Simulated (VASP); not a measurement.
Set up this calculation in VASP 6.6.1, as the native input.

```
Task                   : single point
Functional             : RPBE
Potentials or basis    : VASP PAW PBE potentials, release 64 (Se_GW, Ca_sv_GW)
Cutoff                 : 550 eV
k mesh                 : 7 × 7 × 7
Occupations            : gaussian, width 0.05 eV
Spin                   : no spin polarisation
Further INCAR settings : ALGO = Normal; EDIFF = 1e-06
```

The structure of CaSe lies in POSCAR:

```
CaSe
1.0
    0.0000000000      3.3000000000      3.3000000000
    3.3000000000      0.0000000000      3.3000000000
    3.3000000000      3.3000000000      0.0000000000
Se Ca
1 1
Cartesian
    1.6500000000      1.6500000000      1.6500000000
    0.0000000000      0.0000000000      0.0000000000
```

The cell comes from a database or a generator and needn't be the stable form of this composition.

The input as run:

INCAR

```
SYSTEM = CaSe
  PREC = Accurate
  ENCUT = 550
  EDIFF = 1E-6
  ISMEAR = 0
  SIGMA = 0.05
  LREAL = .FALSE.
  LASPH = .TRUE.
  NELM = 60
  ALGO = Normal
  ISIF = 2
  LWAVE = .FALSE.
  LCHARG = .TRUE.
  GGA = RP
  LELF = .TRUE.
  LVHAR = .TRUE.
```

KPOINTS

```
Automatic mesh
0
G
  7 7 7
  0 0 0
```

Potentials or basis: VASP PAW PBE potentials, release 64 (Se_GW, Ca_sv_GW).

Launch:

```console
$ cat potpaw_PBE.64/Se_GW/POTCAR potpaw_PBE.64/Ca_sv_GW/POTCAR > POTCAR
$ mpirun -np 1 vasp_std > vasp.out
```

Results of the run:

```
Pressure               : 1.0 GPa
Band gap on the k mesh : 3.40 eV, indirect (least direct gap 3.49 eV)
```

Caveat: the PAW data sets were made with another functional, which shifts forces and pressure a little; an odd mesh through Γ misses points on the zone boundary, where band edges often lie.

It took 11 s on 1 thread of Intel(R) Xeon(R) 6975P-C (Granite Rapids) (shared host), peak memory 0.2 GiB.
